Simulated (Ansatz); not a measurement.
**P (Cmce) under several functionals**

Plane-wave DFT in Ansatz with scalar-relativistic PAW potentials. The same structure was relaxed (cell and atoms, symmetry kept) in separate runs at each level. No spin polarisation.

| level | cutoff (eV) | k mesh | V (Å³/atom) | a (Å) | b (Å) | c (Å) | gap (eV) | B0 (GPa) |
| --- | --- | --- | --- | --- | --- | --- | --- | --- |
| PBEsol+D3(BJ) | 420 | 14×14×12 | 15.871 | 3.349 | 9.896 | 3.831 | 0.00 | 37 |
| LDA | 420 | 14×14×10 | 17.357 | 3.310 | 10.163 | 4.128 | 0.00 | – |
| PBE+D3(BJ) | 420 | 14×14×10 | 17.635 | 3.323 | 10.195 | 4.165 | 0.00 | 27 |
| r2SCAN | 500 | 12×12×8 | 20.716 | 3.299 | 11.020 | 4.558 | 0.25 | 17 |
| PBE | 420 | 12×12×8 | 21.311 | 3.309 | 11.286 | 4.564 | 0.13 | 7 |

Where does PBEsol (420 eV, k mesh 14×14×10) fall?

V (Å³/atom) 17.918, a (Å) 3.317, b (Å) 10.292, c (Å) 4.199, gap (eV) 0.00, B0 (GPa) 22. Its volume is between those of PBE+D3(BJ) and r2SCAN. The usual order of volumes, LDA < PBEsol < PBE, holds here (17.357, 17.918, 21.311 Å³/atom). As a rule LDA overbinds; PBEsol, built on the gradient expansion of slowly varying densities, lies between LDA and PBE; PBE's stronger gradient term for exchange weakens bonds. Adding D3 to PBE changes the volume by -17.2 %; the term is attractive, so it pulls cells in, most where layers or molecules are weakly bound. r2SCAN lies 2.8 % under PBE in volume. B0 goes from 37.3 to 7.4 GPa as the volume grows by 34.3 %; on one curve with B' = 7.7 the volume alone, B ∝ V^(−B'), would give 3.8 GPa, and the rest of the difference is the functional's own stiffness. Each gap belongs to its own cell, so it mixes the functional's effect with that of the volume; gaps are the least found on the k mesh or on a band path.